# How far can the functional alone move the gap of ZnS?

Zinc sulphide is white because its measured gap, roughly 3.8 eV, lies in the ultraviolet. The nine known calculations below put the gap between about 2.0 and 2.5 eV, which would make the crystal absorb visible light. The atoms are the same in every row, so the half electronvolt between lowest and highest comes from the functional and the atomic data sets that go with it. The question on this page is where WC, MS2 and TASK will fall.

Plane-wave PAW DFT calculations with GPAW 26.7.0 for wurtzite ZnS at one fixed geometry, without spin polarisation or spin–orbit coupling. The wave cutoff is 600 eV, the k mesh 6 × 6 × 3 and the Fermi–Dirac smearing width 0.05 eV. Gaps are taken along the path Γ–M–K–Γ–A–L–H–A and the separate segments L–M and K–H.

```
functional                                           potentials  gap on path (eV)  direct gap on path (eV)
       LDA  PAW-data-sets-made-by gpaw-setup-for-the-functional             1.988                    1.988
    revPBE                 GPAW-PAW-data-sets-(gpaw-data-1.2.1)             2.368                    2.368
      BLYP  PAW-data-sets-made-by gpaw-setup-for-the-functional             2.225                    2.225
  BEEF-vdW                 GPAW-PAW-data-sets-(gpaw-data-1.2.1)             2.460                    2.460
   C09-vdW                 GPAW-PAW-data-sets-(gpaw-data-1.2.1)             2.202                    2.202
       MS2                 GPAW-PAW-data-sets-(gpaw-data-1.2.1)                 ?                        ?
      PW91  PAW-data-sets-made-by gpaw-setup-for-the-functional             2.207                    2.207
      TASK                 GPAW-PAW-data-sets-(gpaw-data-1.2.1)                 ?                        ?
        WC  PAW-data-sets-made-by gpaw-setup-for-the-functional                 ?                        ?
optPBE-vdW                 GPAW-PAW-data-sets-(gpaw-data-1.2.1)             2.342                    2.342
   revTPSS                 GPAW-PAW-data-sets-(gpaw-data-1.2.1)             2.340                    2.340
   vdW-DF2                 GPAW-PAW-data-sets-(gpaw-data-1.2.1)             2.225                    2.225
```

“Gap on path” is the smallest energy from the highest filled to the lowest empty band along the path, and “direct gap on path” is the smallest such energy at a single wave vector. The two agree in every known row, so the gap is direct; in wurtzite ZnS it sits at Γ, the centre of the Brillouin zone. All known rows therefore compare band edges at the same wave vector.

## What a density gradient does

Exchange lowers the energy of electrons by keeping those of equal spin apart. LDA takes its strength at each point from a uniform electron gas of the same density. Gradient functionals strengthen it where the density changes quickly, as it does around atoms. This is expected to act unequally on the valence states, which are mostly of sulphur, and on the more diffuse, s-like conduction state. The runs also print both band edges, each counted from that run's own zero. From LDA to PW91 the valence edge rises by 0.21 eV and the conduction edge by 0.43 eV, so the gap opens. The zero may itself shift between functionals, so only the difference between the two rises is firm. Why the edges respond unequally is not shown by these numbers.

The strengthening is written as a factor F(s) on LDA exchange, where s measures how steep the density is. The simplest model makes the gap a straight line in F(2) − 1, the extra exchange at s = 2. That choice of s is a convention, and the F values are rough, recalled ones. A line was fitted to the eight known rows whose functionals use no kinetic-energy density. Its slope is 0.71 eV per unit of F, and when each row is predicted from the other seven the typical error is about 0.09 eV.

The gap tends to rise with F(2), but loosely. Without LDA, the correlation between gap and F(2) − 1 over the seven gradient rows is 0.76. PW91 and optPBE-vdW have nearly the same F(2), yet their gaps differ by 0.135 eV. They also differ in their correlation part and in the data sets that describe the atoms, so one number for exchange can't place a functional to better than about a tenth of an electronvolt. The data sets may also account for part of the trend: four of the six known rows with distributed sets have larger gaps than any of the three with sets made for their functional.

## Forecast for WC

WC is a gradient functional whose exchange is weaker at s = 2 than that of PW91. The two treat correlation in nearly the same way, and both were run with data sets made for the functional. revPBE shares the correlation part of WC, but was run with the distributed sets. It is therefore better to start from PW91 than from the line itself, and to take only the slope from the fit. PW91 was one of the fitted rows; WC was not.

Gap of WC ≈ 2.207 + 0.71 × (0.35 − 0.43) ≈ 2.15 eV

The forecast is 2.15 eV, with a range of 2.07 to 2.23 eV set by the scatter of the known rows. WC should lie between LDA and PW91.

## Forecasts for MS2 and TASK

These two functionals, like revTPSS, also look at the kinetic-energy density. It tells them whether a single orbital dominates at a point or many overlap. The kinetic-energy density is built from the orbitals, so the potential acts differently on different orbitals. An ordinary local potential misses a jump that belongs to the true gap, the derivative discontinuity; an orbital-dependent potential can include part of it. If exchange weakens as the kinetic-energy density rises, this usually opens the gap, and more so the stronger the dependence.

The known rows can't calibrate the effect. revTPSS lies 0.133 eV above PW91, but optPBE-vdW lies just as far above it without using the kinetic-energy density at all. With a gradient strength like that of PBE as a stand-in, the line gives about 2.27 eV for both MS2 and TASK. What is added to this baseline rests on theory for its direction and on judgement for its size.

For MS2 the forecast is 2.55 eV, with a range of 2.35 to 2.75 eV. TASK was built with a much stronger dependence of this kind, so it should have the largest gap of all. Its forecast is 3.20 eV, with a range of 2.80 to 3.60 eV. That takes it more than half the way from PW91 to the measured gap.

## The computed values

The withheld rows as computed:

```
functional                                           potentials  gap on path (eV)  direct gap on path (eV)
       MS2                 GPAW-PAW-data-sets-(gpaw-data-1.2.1)             2.616                    2.616
      TASK                 GPAW-PAW-data-sets-(gpaw-data-1.2.1)             3.971                    3.971
        WC  PAW-data-sets-made-by gpaw-setup-for-the-functional             2.072                    2.072
```

**WC** comes out at 2.072 eV, between LDA and PW91 as forecast. The forecast was 0.08 eV too high, and the result only just falls inside the range. The unshifted line would have been 0.14 eV too high, so starting from PW91 helped.

The remaining miss shows what F(2) leaves out. By this measure WC has about four fifths of the extra exchange of PW91 (0.35 against 0.43). Its gap, however, covers less than half of the step from LDA to PW91. A likely reason is that band energies follow the exchange potential, which depends on how F changes with s as well as on its value. The present numbers don't test this.

**MS2** comes out at 2.616 eV, well inside its range and 0.07 eV above the forecast. It lies 0.41 eV above PW91, three times the step to revTPSS. This agrees with the expected direction of the kinetic-energy effect. It doesn't measure that effect, because the gradient part of MS2 was only represented by a stand-in.

**TASK** comes out at 3.971 eV. It has the largest gap, as forecast, but the value is 0.77 eV above the forecast and far outside the range. The direction was right and the size was wrong. The size had been set by judgement, not worked out from the strength of the functional's own kinetic-energy dependence. No known row had a dependence strong enough to correct that guess.

Some of the TASK result may come from the atomic data sets. MS2 and TASK were run with sets generated for another functional, and the mismatch could matter more for a functional that departs so far from the usual ones. A run with matching sets would settle how much; none is available here.

## What to take from it

For this crystal at fixed geometry, going from LDA to gradient and van der Waals functionals, with the data sets used here, raises the gap by less than half an electronvolt. Adding the kinetic-energy density may do little more, as in revTPSS, or may move the gap by 1.8 eV from PW91, as in TASK. The class name “meta-GGA” is therefore a poor guide to the gap. For another functional of this class, theory suggests asking how strongly its exchange weakens as the kinetic-energy density rises; the three rows here agree with that but don't prove it.

TASK is the only row near the measured gap, but that is one material and one cell. Spin-orbit coupling and lattice vibrations are missing from the calculation, and together they would probably lower the gap by something like 0.1 eV. Closeness to experiment here doesn't show that TASK is accurate in general.

The fixed cell matters for anyone who will relax the structure first. The same runs show that LDA wants to shrink this cell, while BLYP wants to expand it. Compression widens the gap of ZnS, so relaxation is expected to raise the LDA value and lower the BLYP value, by amounts that may be as large as the difference between them. The order of the gradient functionals found here should not be carried over to relaxed cells.

The output below lists the fitted line and the misses row by row.

The analysis program printed:

```
fit of gap_on_path on 8 rows (meta < 0.5): constant 1.967 +/- 0.063, coefficient of f 0.7127 +/- 0.15; rms 0.0593, worst BEEF-vdW -0.0796, leave-one-out rms 0.0866
  rows outside the fit (model, value, miss): MS2 2.266, 2.616, -0.35; TASK 2.266, 3.971, -1.7; WC 2.216, 2.072, 0.144; revTPSS 2.266, 2.34, -0.0736
Gradient line (eV):
         row  F(2)-1   line  line less computed
         LDA       0  1.967            -0.02094
      revPBE    0.51  2.331            -0.03748
        BLYP    0.47  2.302             0.07701
    BEEF-vdW    0.58   2.38             -0.0796
     C09-vdW    0.32  2.195           -0.006888
         MS2    0.42  2.266             -0.3496
        PW91    0.43  2.274              0.0665
        TASK    0.42  2.266              -1.705
          WC    0.35  2.216              0.1445
  optPBE-vdW    0.43  2.274             -0.0685
     revTPSS    0.42  2.266            -0.07362
     vdW-DF2    0.46  2.295             0.06988
Correlation of gap with F(2)-1, known gradient rows without LDA: 0.7644
Known spread, BEEF-vdW less LDA (eV): 0.472
PW91 less LDA (eV): 0.219
revPBE less PW91 (eV): 0.161
optPBE-vdW less PW91, nearly equal F(2) (eV): 0.135
revTPSS less PW91 (eV): 0.133
WC estimate anchored at PW91 with the slope of the line (eV): 2.15
WC forecast 2.15 less computed (eV): 0.078
MS2 forecast 2.55 less computed (eV): -0.066
TASK forecast 3.20 less computed (eV): -0.771
WC less PW91, computed (eV): -0.135
MS2 less PW91, computed (eV): 0.409
TASK less PW91, computed (eV): 1.764
```
